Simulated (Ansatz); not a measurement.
One structure, 3 elements: GaO, GaS, GaSe

Plane-wave DFT in Ansatz with scalar-relativistic PAW potentials, cutoff 420 eV, Γ-centred meshes chosen by cell and gap, Gaussian smearing with energies taken to zero width. Every cell was relaxed (cell and atoms) in a run of its own, within the symmetry of its start. Functional: PBEsol.

All members share space group P6_3/mmc and the same sites; only the element on one set of sites changes (O, S, Se). Members needn't be the stable form of their composition. Energies over the elements, where given, are against the elements' standard states in the same functional (H₂, N₂, O₂ and halogens uncorrected, Hg as a solid). The first member:

Space group P6_3/mmc (No. 194). a = 3.070 Å, b = 3.070 Å, c = 12.882 Å, α = 90.00°, β = 90.00°, γ = 120.00°
```csv
atom,site,symmetry,x,y,z
Ga,4f,3m.,0.3333,0.6667,0.1539
O,4f,3m.,0.3333,0.6667,0.5981
```

```tsv
compound	V (Å³/atom)	a (Å)	c (Å)	gap on mesh (eV)	energy over elements (eV/atom)
GaO	13.14	3.070	12.882	1.10	-1.496
GaSe	24.88	3.746	16.384	1.06	-0.557
```

Task: Predict the member with S.

Result: V (Å³/atom) 22.07, a (Å) 3.568, c (Å) 16.011, gap on mesh (eV) 1.73, energy over elements (eV/atom) -0.661. Interpolating linearly in period between O and Se would give 19.01 Å³/atom (13.9 % too small) and a gap of 1.08 eV, with -1.026 eV/atom over the elements. Over the whole series the volume grows at each step down the group; the gap has no steady trend; binding against the elements weakens. Less electronegative, larger anions gain less from charge transfer and lattice energy, in line with the weaker binding.

Each cell of GaO, GaS, GaSe holds layers, and where no dispersion correction was added their binding is poorly described.